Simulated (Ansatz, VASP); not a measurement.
# One calculation of Se, two programs

File INCAR:

```
SYSTEM = Se
PREC     = Accurate       ! precision mode
ENCUT    = 520            ! plane-wave cutoff, eV
EDIFF    = 1E-6           ! SCF threshold, eV
ISMEAR   = -1             ! smearing method
SIGMA    = 0.08           ! smearing width, eV
LREAL    = .False.        ! projectors in reciprocal space
LASPH    = .True.         ! aspherical terms in the spheres
NELM     = 100            ! most SCF steps
ALGO     = Normal         ! electronic algorithm
ISIF     = 2              ! what is computed and relaxed
LWAVE    = .False.        ! write WAVECAR
LCHARG   = .False.        ! write CHGCAR
GGA      = PE             ! functional
NBANDS   = 13             ! bands
```

Contents of KPOINTS:

```
regular mesh
0
Gamma
  13 13 13
  0 0 0
```

File POSCAR:

```
Se
1.0
    1.8574748449     -1.0724136017      3.0360720781
    0.0000000000      2.1448272035      3.0360720781
   -1.8574748449     -1.0724136017      3.0360720781
Se
2
Direct
    0.2500000000      0.2500000000      0.2500000000
   -0.2500000000     -0.2500000000     -0.2500000000
```

Input for Ansatz:

```yaml
crystal:
  lattice:
    - [1.8574748449, -1.0724136017, 3.0360720781]
    - [0.0, 2.1448272035, 3.0360720781]
    - [-1.8574748449, -1.0724136017, 3.0360720781]
  atoms:
    - { symbol: Se, position: [0.25, 0.25, 0.25] }
    - { symbol: Se, position: [-0.25, -0.25, -0.25] }
kpoints:
  mp_grid: { grid: [13, 13, 13] }
scf:
  occupations: { method: fermi_dirac, width: 0.08 }
hamiltonian:
  xc: pbe
  pseudopotentials: { kind: all_electron, lapw: { basis_error: 0.001 } }
output:
  forces: true
  stress: true
  eigenvalues: true
  populations: true
```

Change from the starting cell: volume scaled by 0.8, LAPW.

Alike in both runs: task single point; functional PBE; k mesh 13 × 13 × 13; occupations fermi-dirac, width 0.08 eV; no spin polarisation.

|  | VASP | Ansatz |
| --- | --- | --- |
| version | VASP 6.6.1 | Ansatz 0.2.0 |
| potentials or method | VASP PAW PBE potentials, release 64 (Se) | all-electron LAPW, scalar-relativistic |
| plane-wave cutoff (eV) | 520 | see its input |

|  | VASP | Ansatz | Ansatz less VASP |
| --- | --- | --- | --- |
| pressure (GPa) | 26.1 | 25.8 | -0.22 |

Ansatz ran all-electron here, so the differences hold the error of VASP's frozen core and of both bases.

Caveats: so large a pressure means that the cell lies far from this level's equilibrium, or that cutoff or potentials fall short (VASP).
